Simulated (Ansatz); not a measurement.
# CaO: the cell at several levels of theory

Cell and atoms of the known phase of CaO (Fm-3m) with 2 atoms a cell are relaxed in turn with PBE, r2SCAN, PBEsol, LDA and HSE06.

Program: Ansatz 0.2.0. PAW datasets, plane waves, zero pressure. Computed at 0 K without zero-point motion; spin polarisation is off.

## (1) The system as given

The symmetry is Fm-3m (No. 225, cubic); conventional cell a = 4.813 Å, 13.94 Å³ an atom. Near Ca stand 6 O at 2.41 Å; near O stand 6 Ca at 2.41 Å.

The structure in full:

Space group Fm-3m (No. 225). a = 4.813 Å, b = 4.813 Å, c = 4.813 Å, α = 90.00°, β = 90.00°, γ = 90.00°
```tsv
atom	site	symmetry	x	y	z
Ca	4a	m-3m	0.0000	0.0000	0.0000
O	4b	m-3m	0.5000	0.0000	0.0000
```

## (2) Relaxing with PBE

The input, input.yaml:

```yaml
crystal:
  lattice:
    - [0.0, 2.4065, 2.4065]
    - [2.4065, 0.0, 2.4065]
    - [2.4065, 2.4065, 0.0]
  atoms:
    - { symbol: Ca, position: [0.0, 0.0, 0.0] }
    - { symbol: O, position: [0.5, 0.5, 0.5] }
kpoints:
  mp_grid: { grid: [8, 8, 8] }
hamiltonian:
  xc: pbe
scf:
  occupations: { method: fermi_dirac, width: 0.02 }
relax:
  f_tol: 0.005
  cell: {}
```

Launch:

```console
$ ansatz run input.yaml --threads 2 --pin off --max-ram 2211MiB --backend cpu --events-out ev --progress --plain --runs-dir out
```

The runs that follow: Relaxation with r2SCAN; PBEsol: cell and atoms; Relaxation with LDA; Relaxing with HSE06.

What does the calculation give? Wanted: for each run, a; volume; space group; SCF geometries; from measured.

The runs gave:

| level | a (Å) | volume (Å³/atom) | space group | SCF geometries | from measured (%) |
| --- | --- | --- | --- | --- | --- |
| PBE | 4.830 | 14.086 | Fm-3m | 4 | +1.1 |
| r2SCAN | 4.795 | 13.782 | Fm-3m | 4 | -1.1 |
| PBEsol | 4.767 | 13.542 | Fm-3m | 7 | -2.8 |
| LDA | 4.708 | 13.044 | Fm-3m | 7 | -6.4 |
| HSE06 | 4.799 | 13.812 | Fm-3m | 3 | -0.9 |

**Reading.** From the start to the first minimum the volume moved by +1.1 %. The volume runs from LDA (least) to PBE (most), a spread of 8.0 %, or 2.6 % in length if all axes shared it alike. The measured volume is 13.94 Å³/atom at 298 K (Crystallography Open Database); HSE06 comes nearest (-0.9 %), and PBE is off by +1.1 %. The calculation is for a static lattice, without the thermal expansion and zero-point motion that a measured cell holds. The meshes differ: PBE 8×8×8, r2SCAN 8×8×8, PBEsol 8×8×8, LDA 8×8×8, HSE06 6×6×6.
